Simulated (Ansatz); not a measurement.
The system is SrVO3.

```
Sr V O
1.0
     3.84090    0.00000    0.00000
     0.00000    3.84090    0.00000
     0.00000    0.00000    3.84090
Sr V O
1 1 3
Direct
  0.50000 0.50000 0.50000
  0.00000 0.00000 0.00000
  0.00000 0.00000 0.50000
  0.00000 0.50000 0.00000
  0.50000 0.00000 0.00000
```

Base run:

- Program: Ansatz 0.2.0
- Functional: PBE
- Potentials or basis: PseudoDojo standard (PBE files)
- Cutoff: 1143 eV
- Density cutoff: 4572 eV
- k mesh: 7 × 7 × 7
- Occupations: fermi-dirac, width 0.05 eV
- Spin: collinear spin, ferromagnetic start
- Starting moments: [0.0, 2.0, 0.0, 0.0, 0.0] μB

Its results: band gap on the k mesh none (metal or under the smearing width); pressure 1.8 GPa; net moment 0.00 μB per cell.

Q: The run is repeated on the same cell with these changes: potentials or basis from PseudoDojo standard (PBE files) to JTH PAW; cutoff from 1143 eV to 1410 eV; density cutoff from 4572 eV to 5640 eV. What comes out?

A: Band gap on the k mesh none (metal or under the smearing width); pressure 3.0 GPa; net moment 0.00 μB per cell.

Caveats: semilocal functionals often make such compounds metallic where correlation or magnetic order opens a gap, which also shifts bond lengths.

Not every run made on this cell is shown here.
